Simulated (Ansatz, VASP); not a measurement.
One calculation of KBr, two programs

```xyz
2
Lattice="0.0159 3.1955 3.1955 3.1955 0.0159 3.1955 3.1955 3.1955 0.0159" Properties=species:S:1:pos:R:3 pbc="T T T"
K     0.0000    0.0000    0.0000
Br    3.2035    3.2035    3.2035
```

Change from the starting cell: equal xy, yz and zx engineering shears of +0.5 %.

Alike in both runs: functional LDA; k mesh 6 × 6 × 6; no spin polarisation.

Ansatz relaxed the structure, and its values are those at the end. VASP's run is a single point on that final structure, the one shown.

|  | VASP | Ansatz |
| --- | --- | --- |
| version | VASP 6.6.1 | Ansatz 0.2.0 |
| potentials or method | VASP PAW LDA potentials, release 64 (K_sv, Br), cutoff 520 eV | all-electron LAPW, scalar-relativistic |
| occupations | gaussian, width 0.01 eV | fixed |

Ansatz gave:

- gap on the k mesh at the Fermi level (eV): 4.31
- pressure (GPa): 0.0

Question: What did VASP give for the same quantities?

Answer: gap on the k mesh at the Fermi level (eV): 4.32; pressure (GPa): 0.1.

Ansatz ran all-electron here, so the differences hold the error of VASP's frozen core and of both bases.
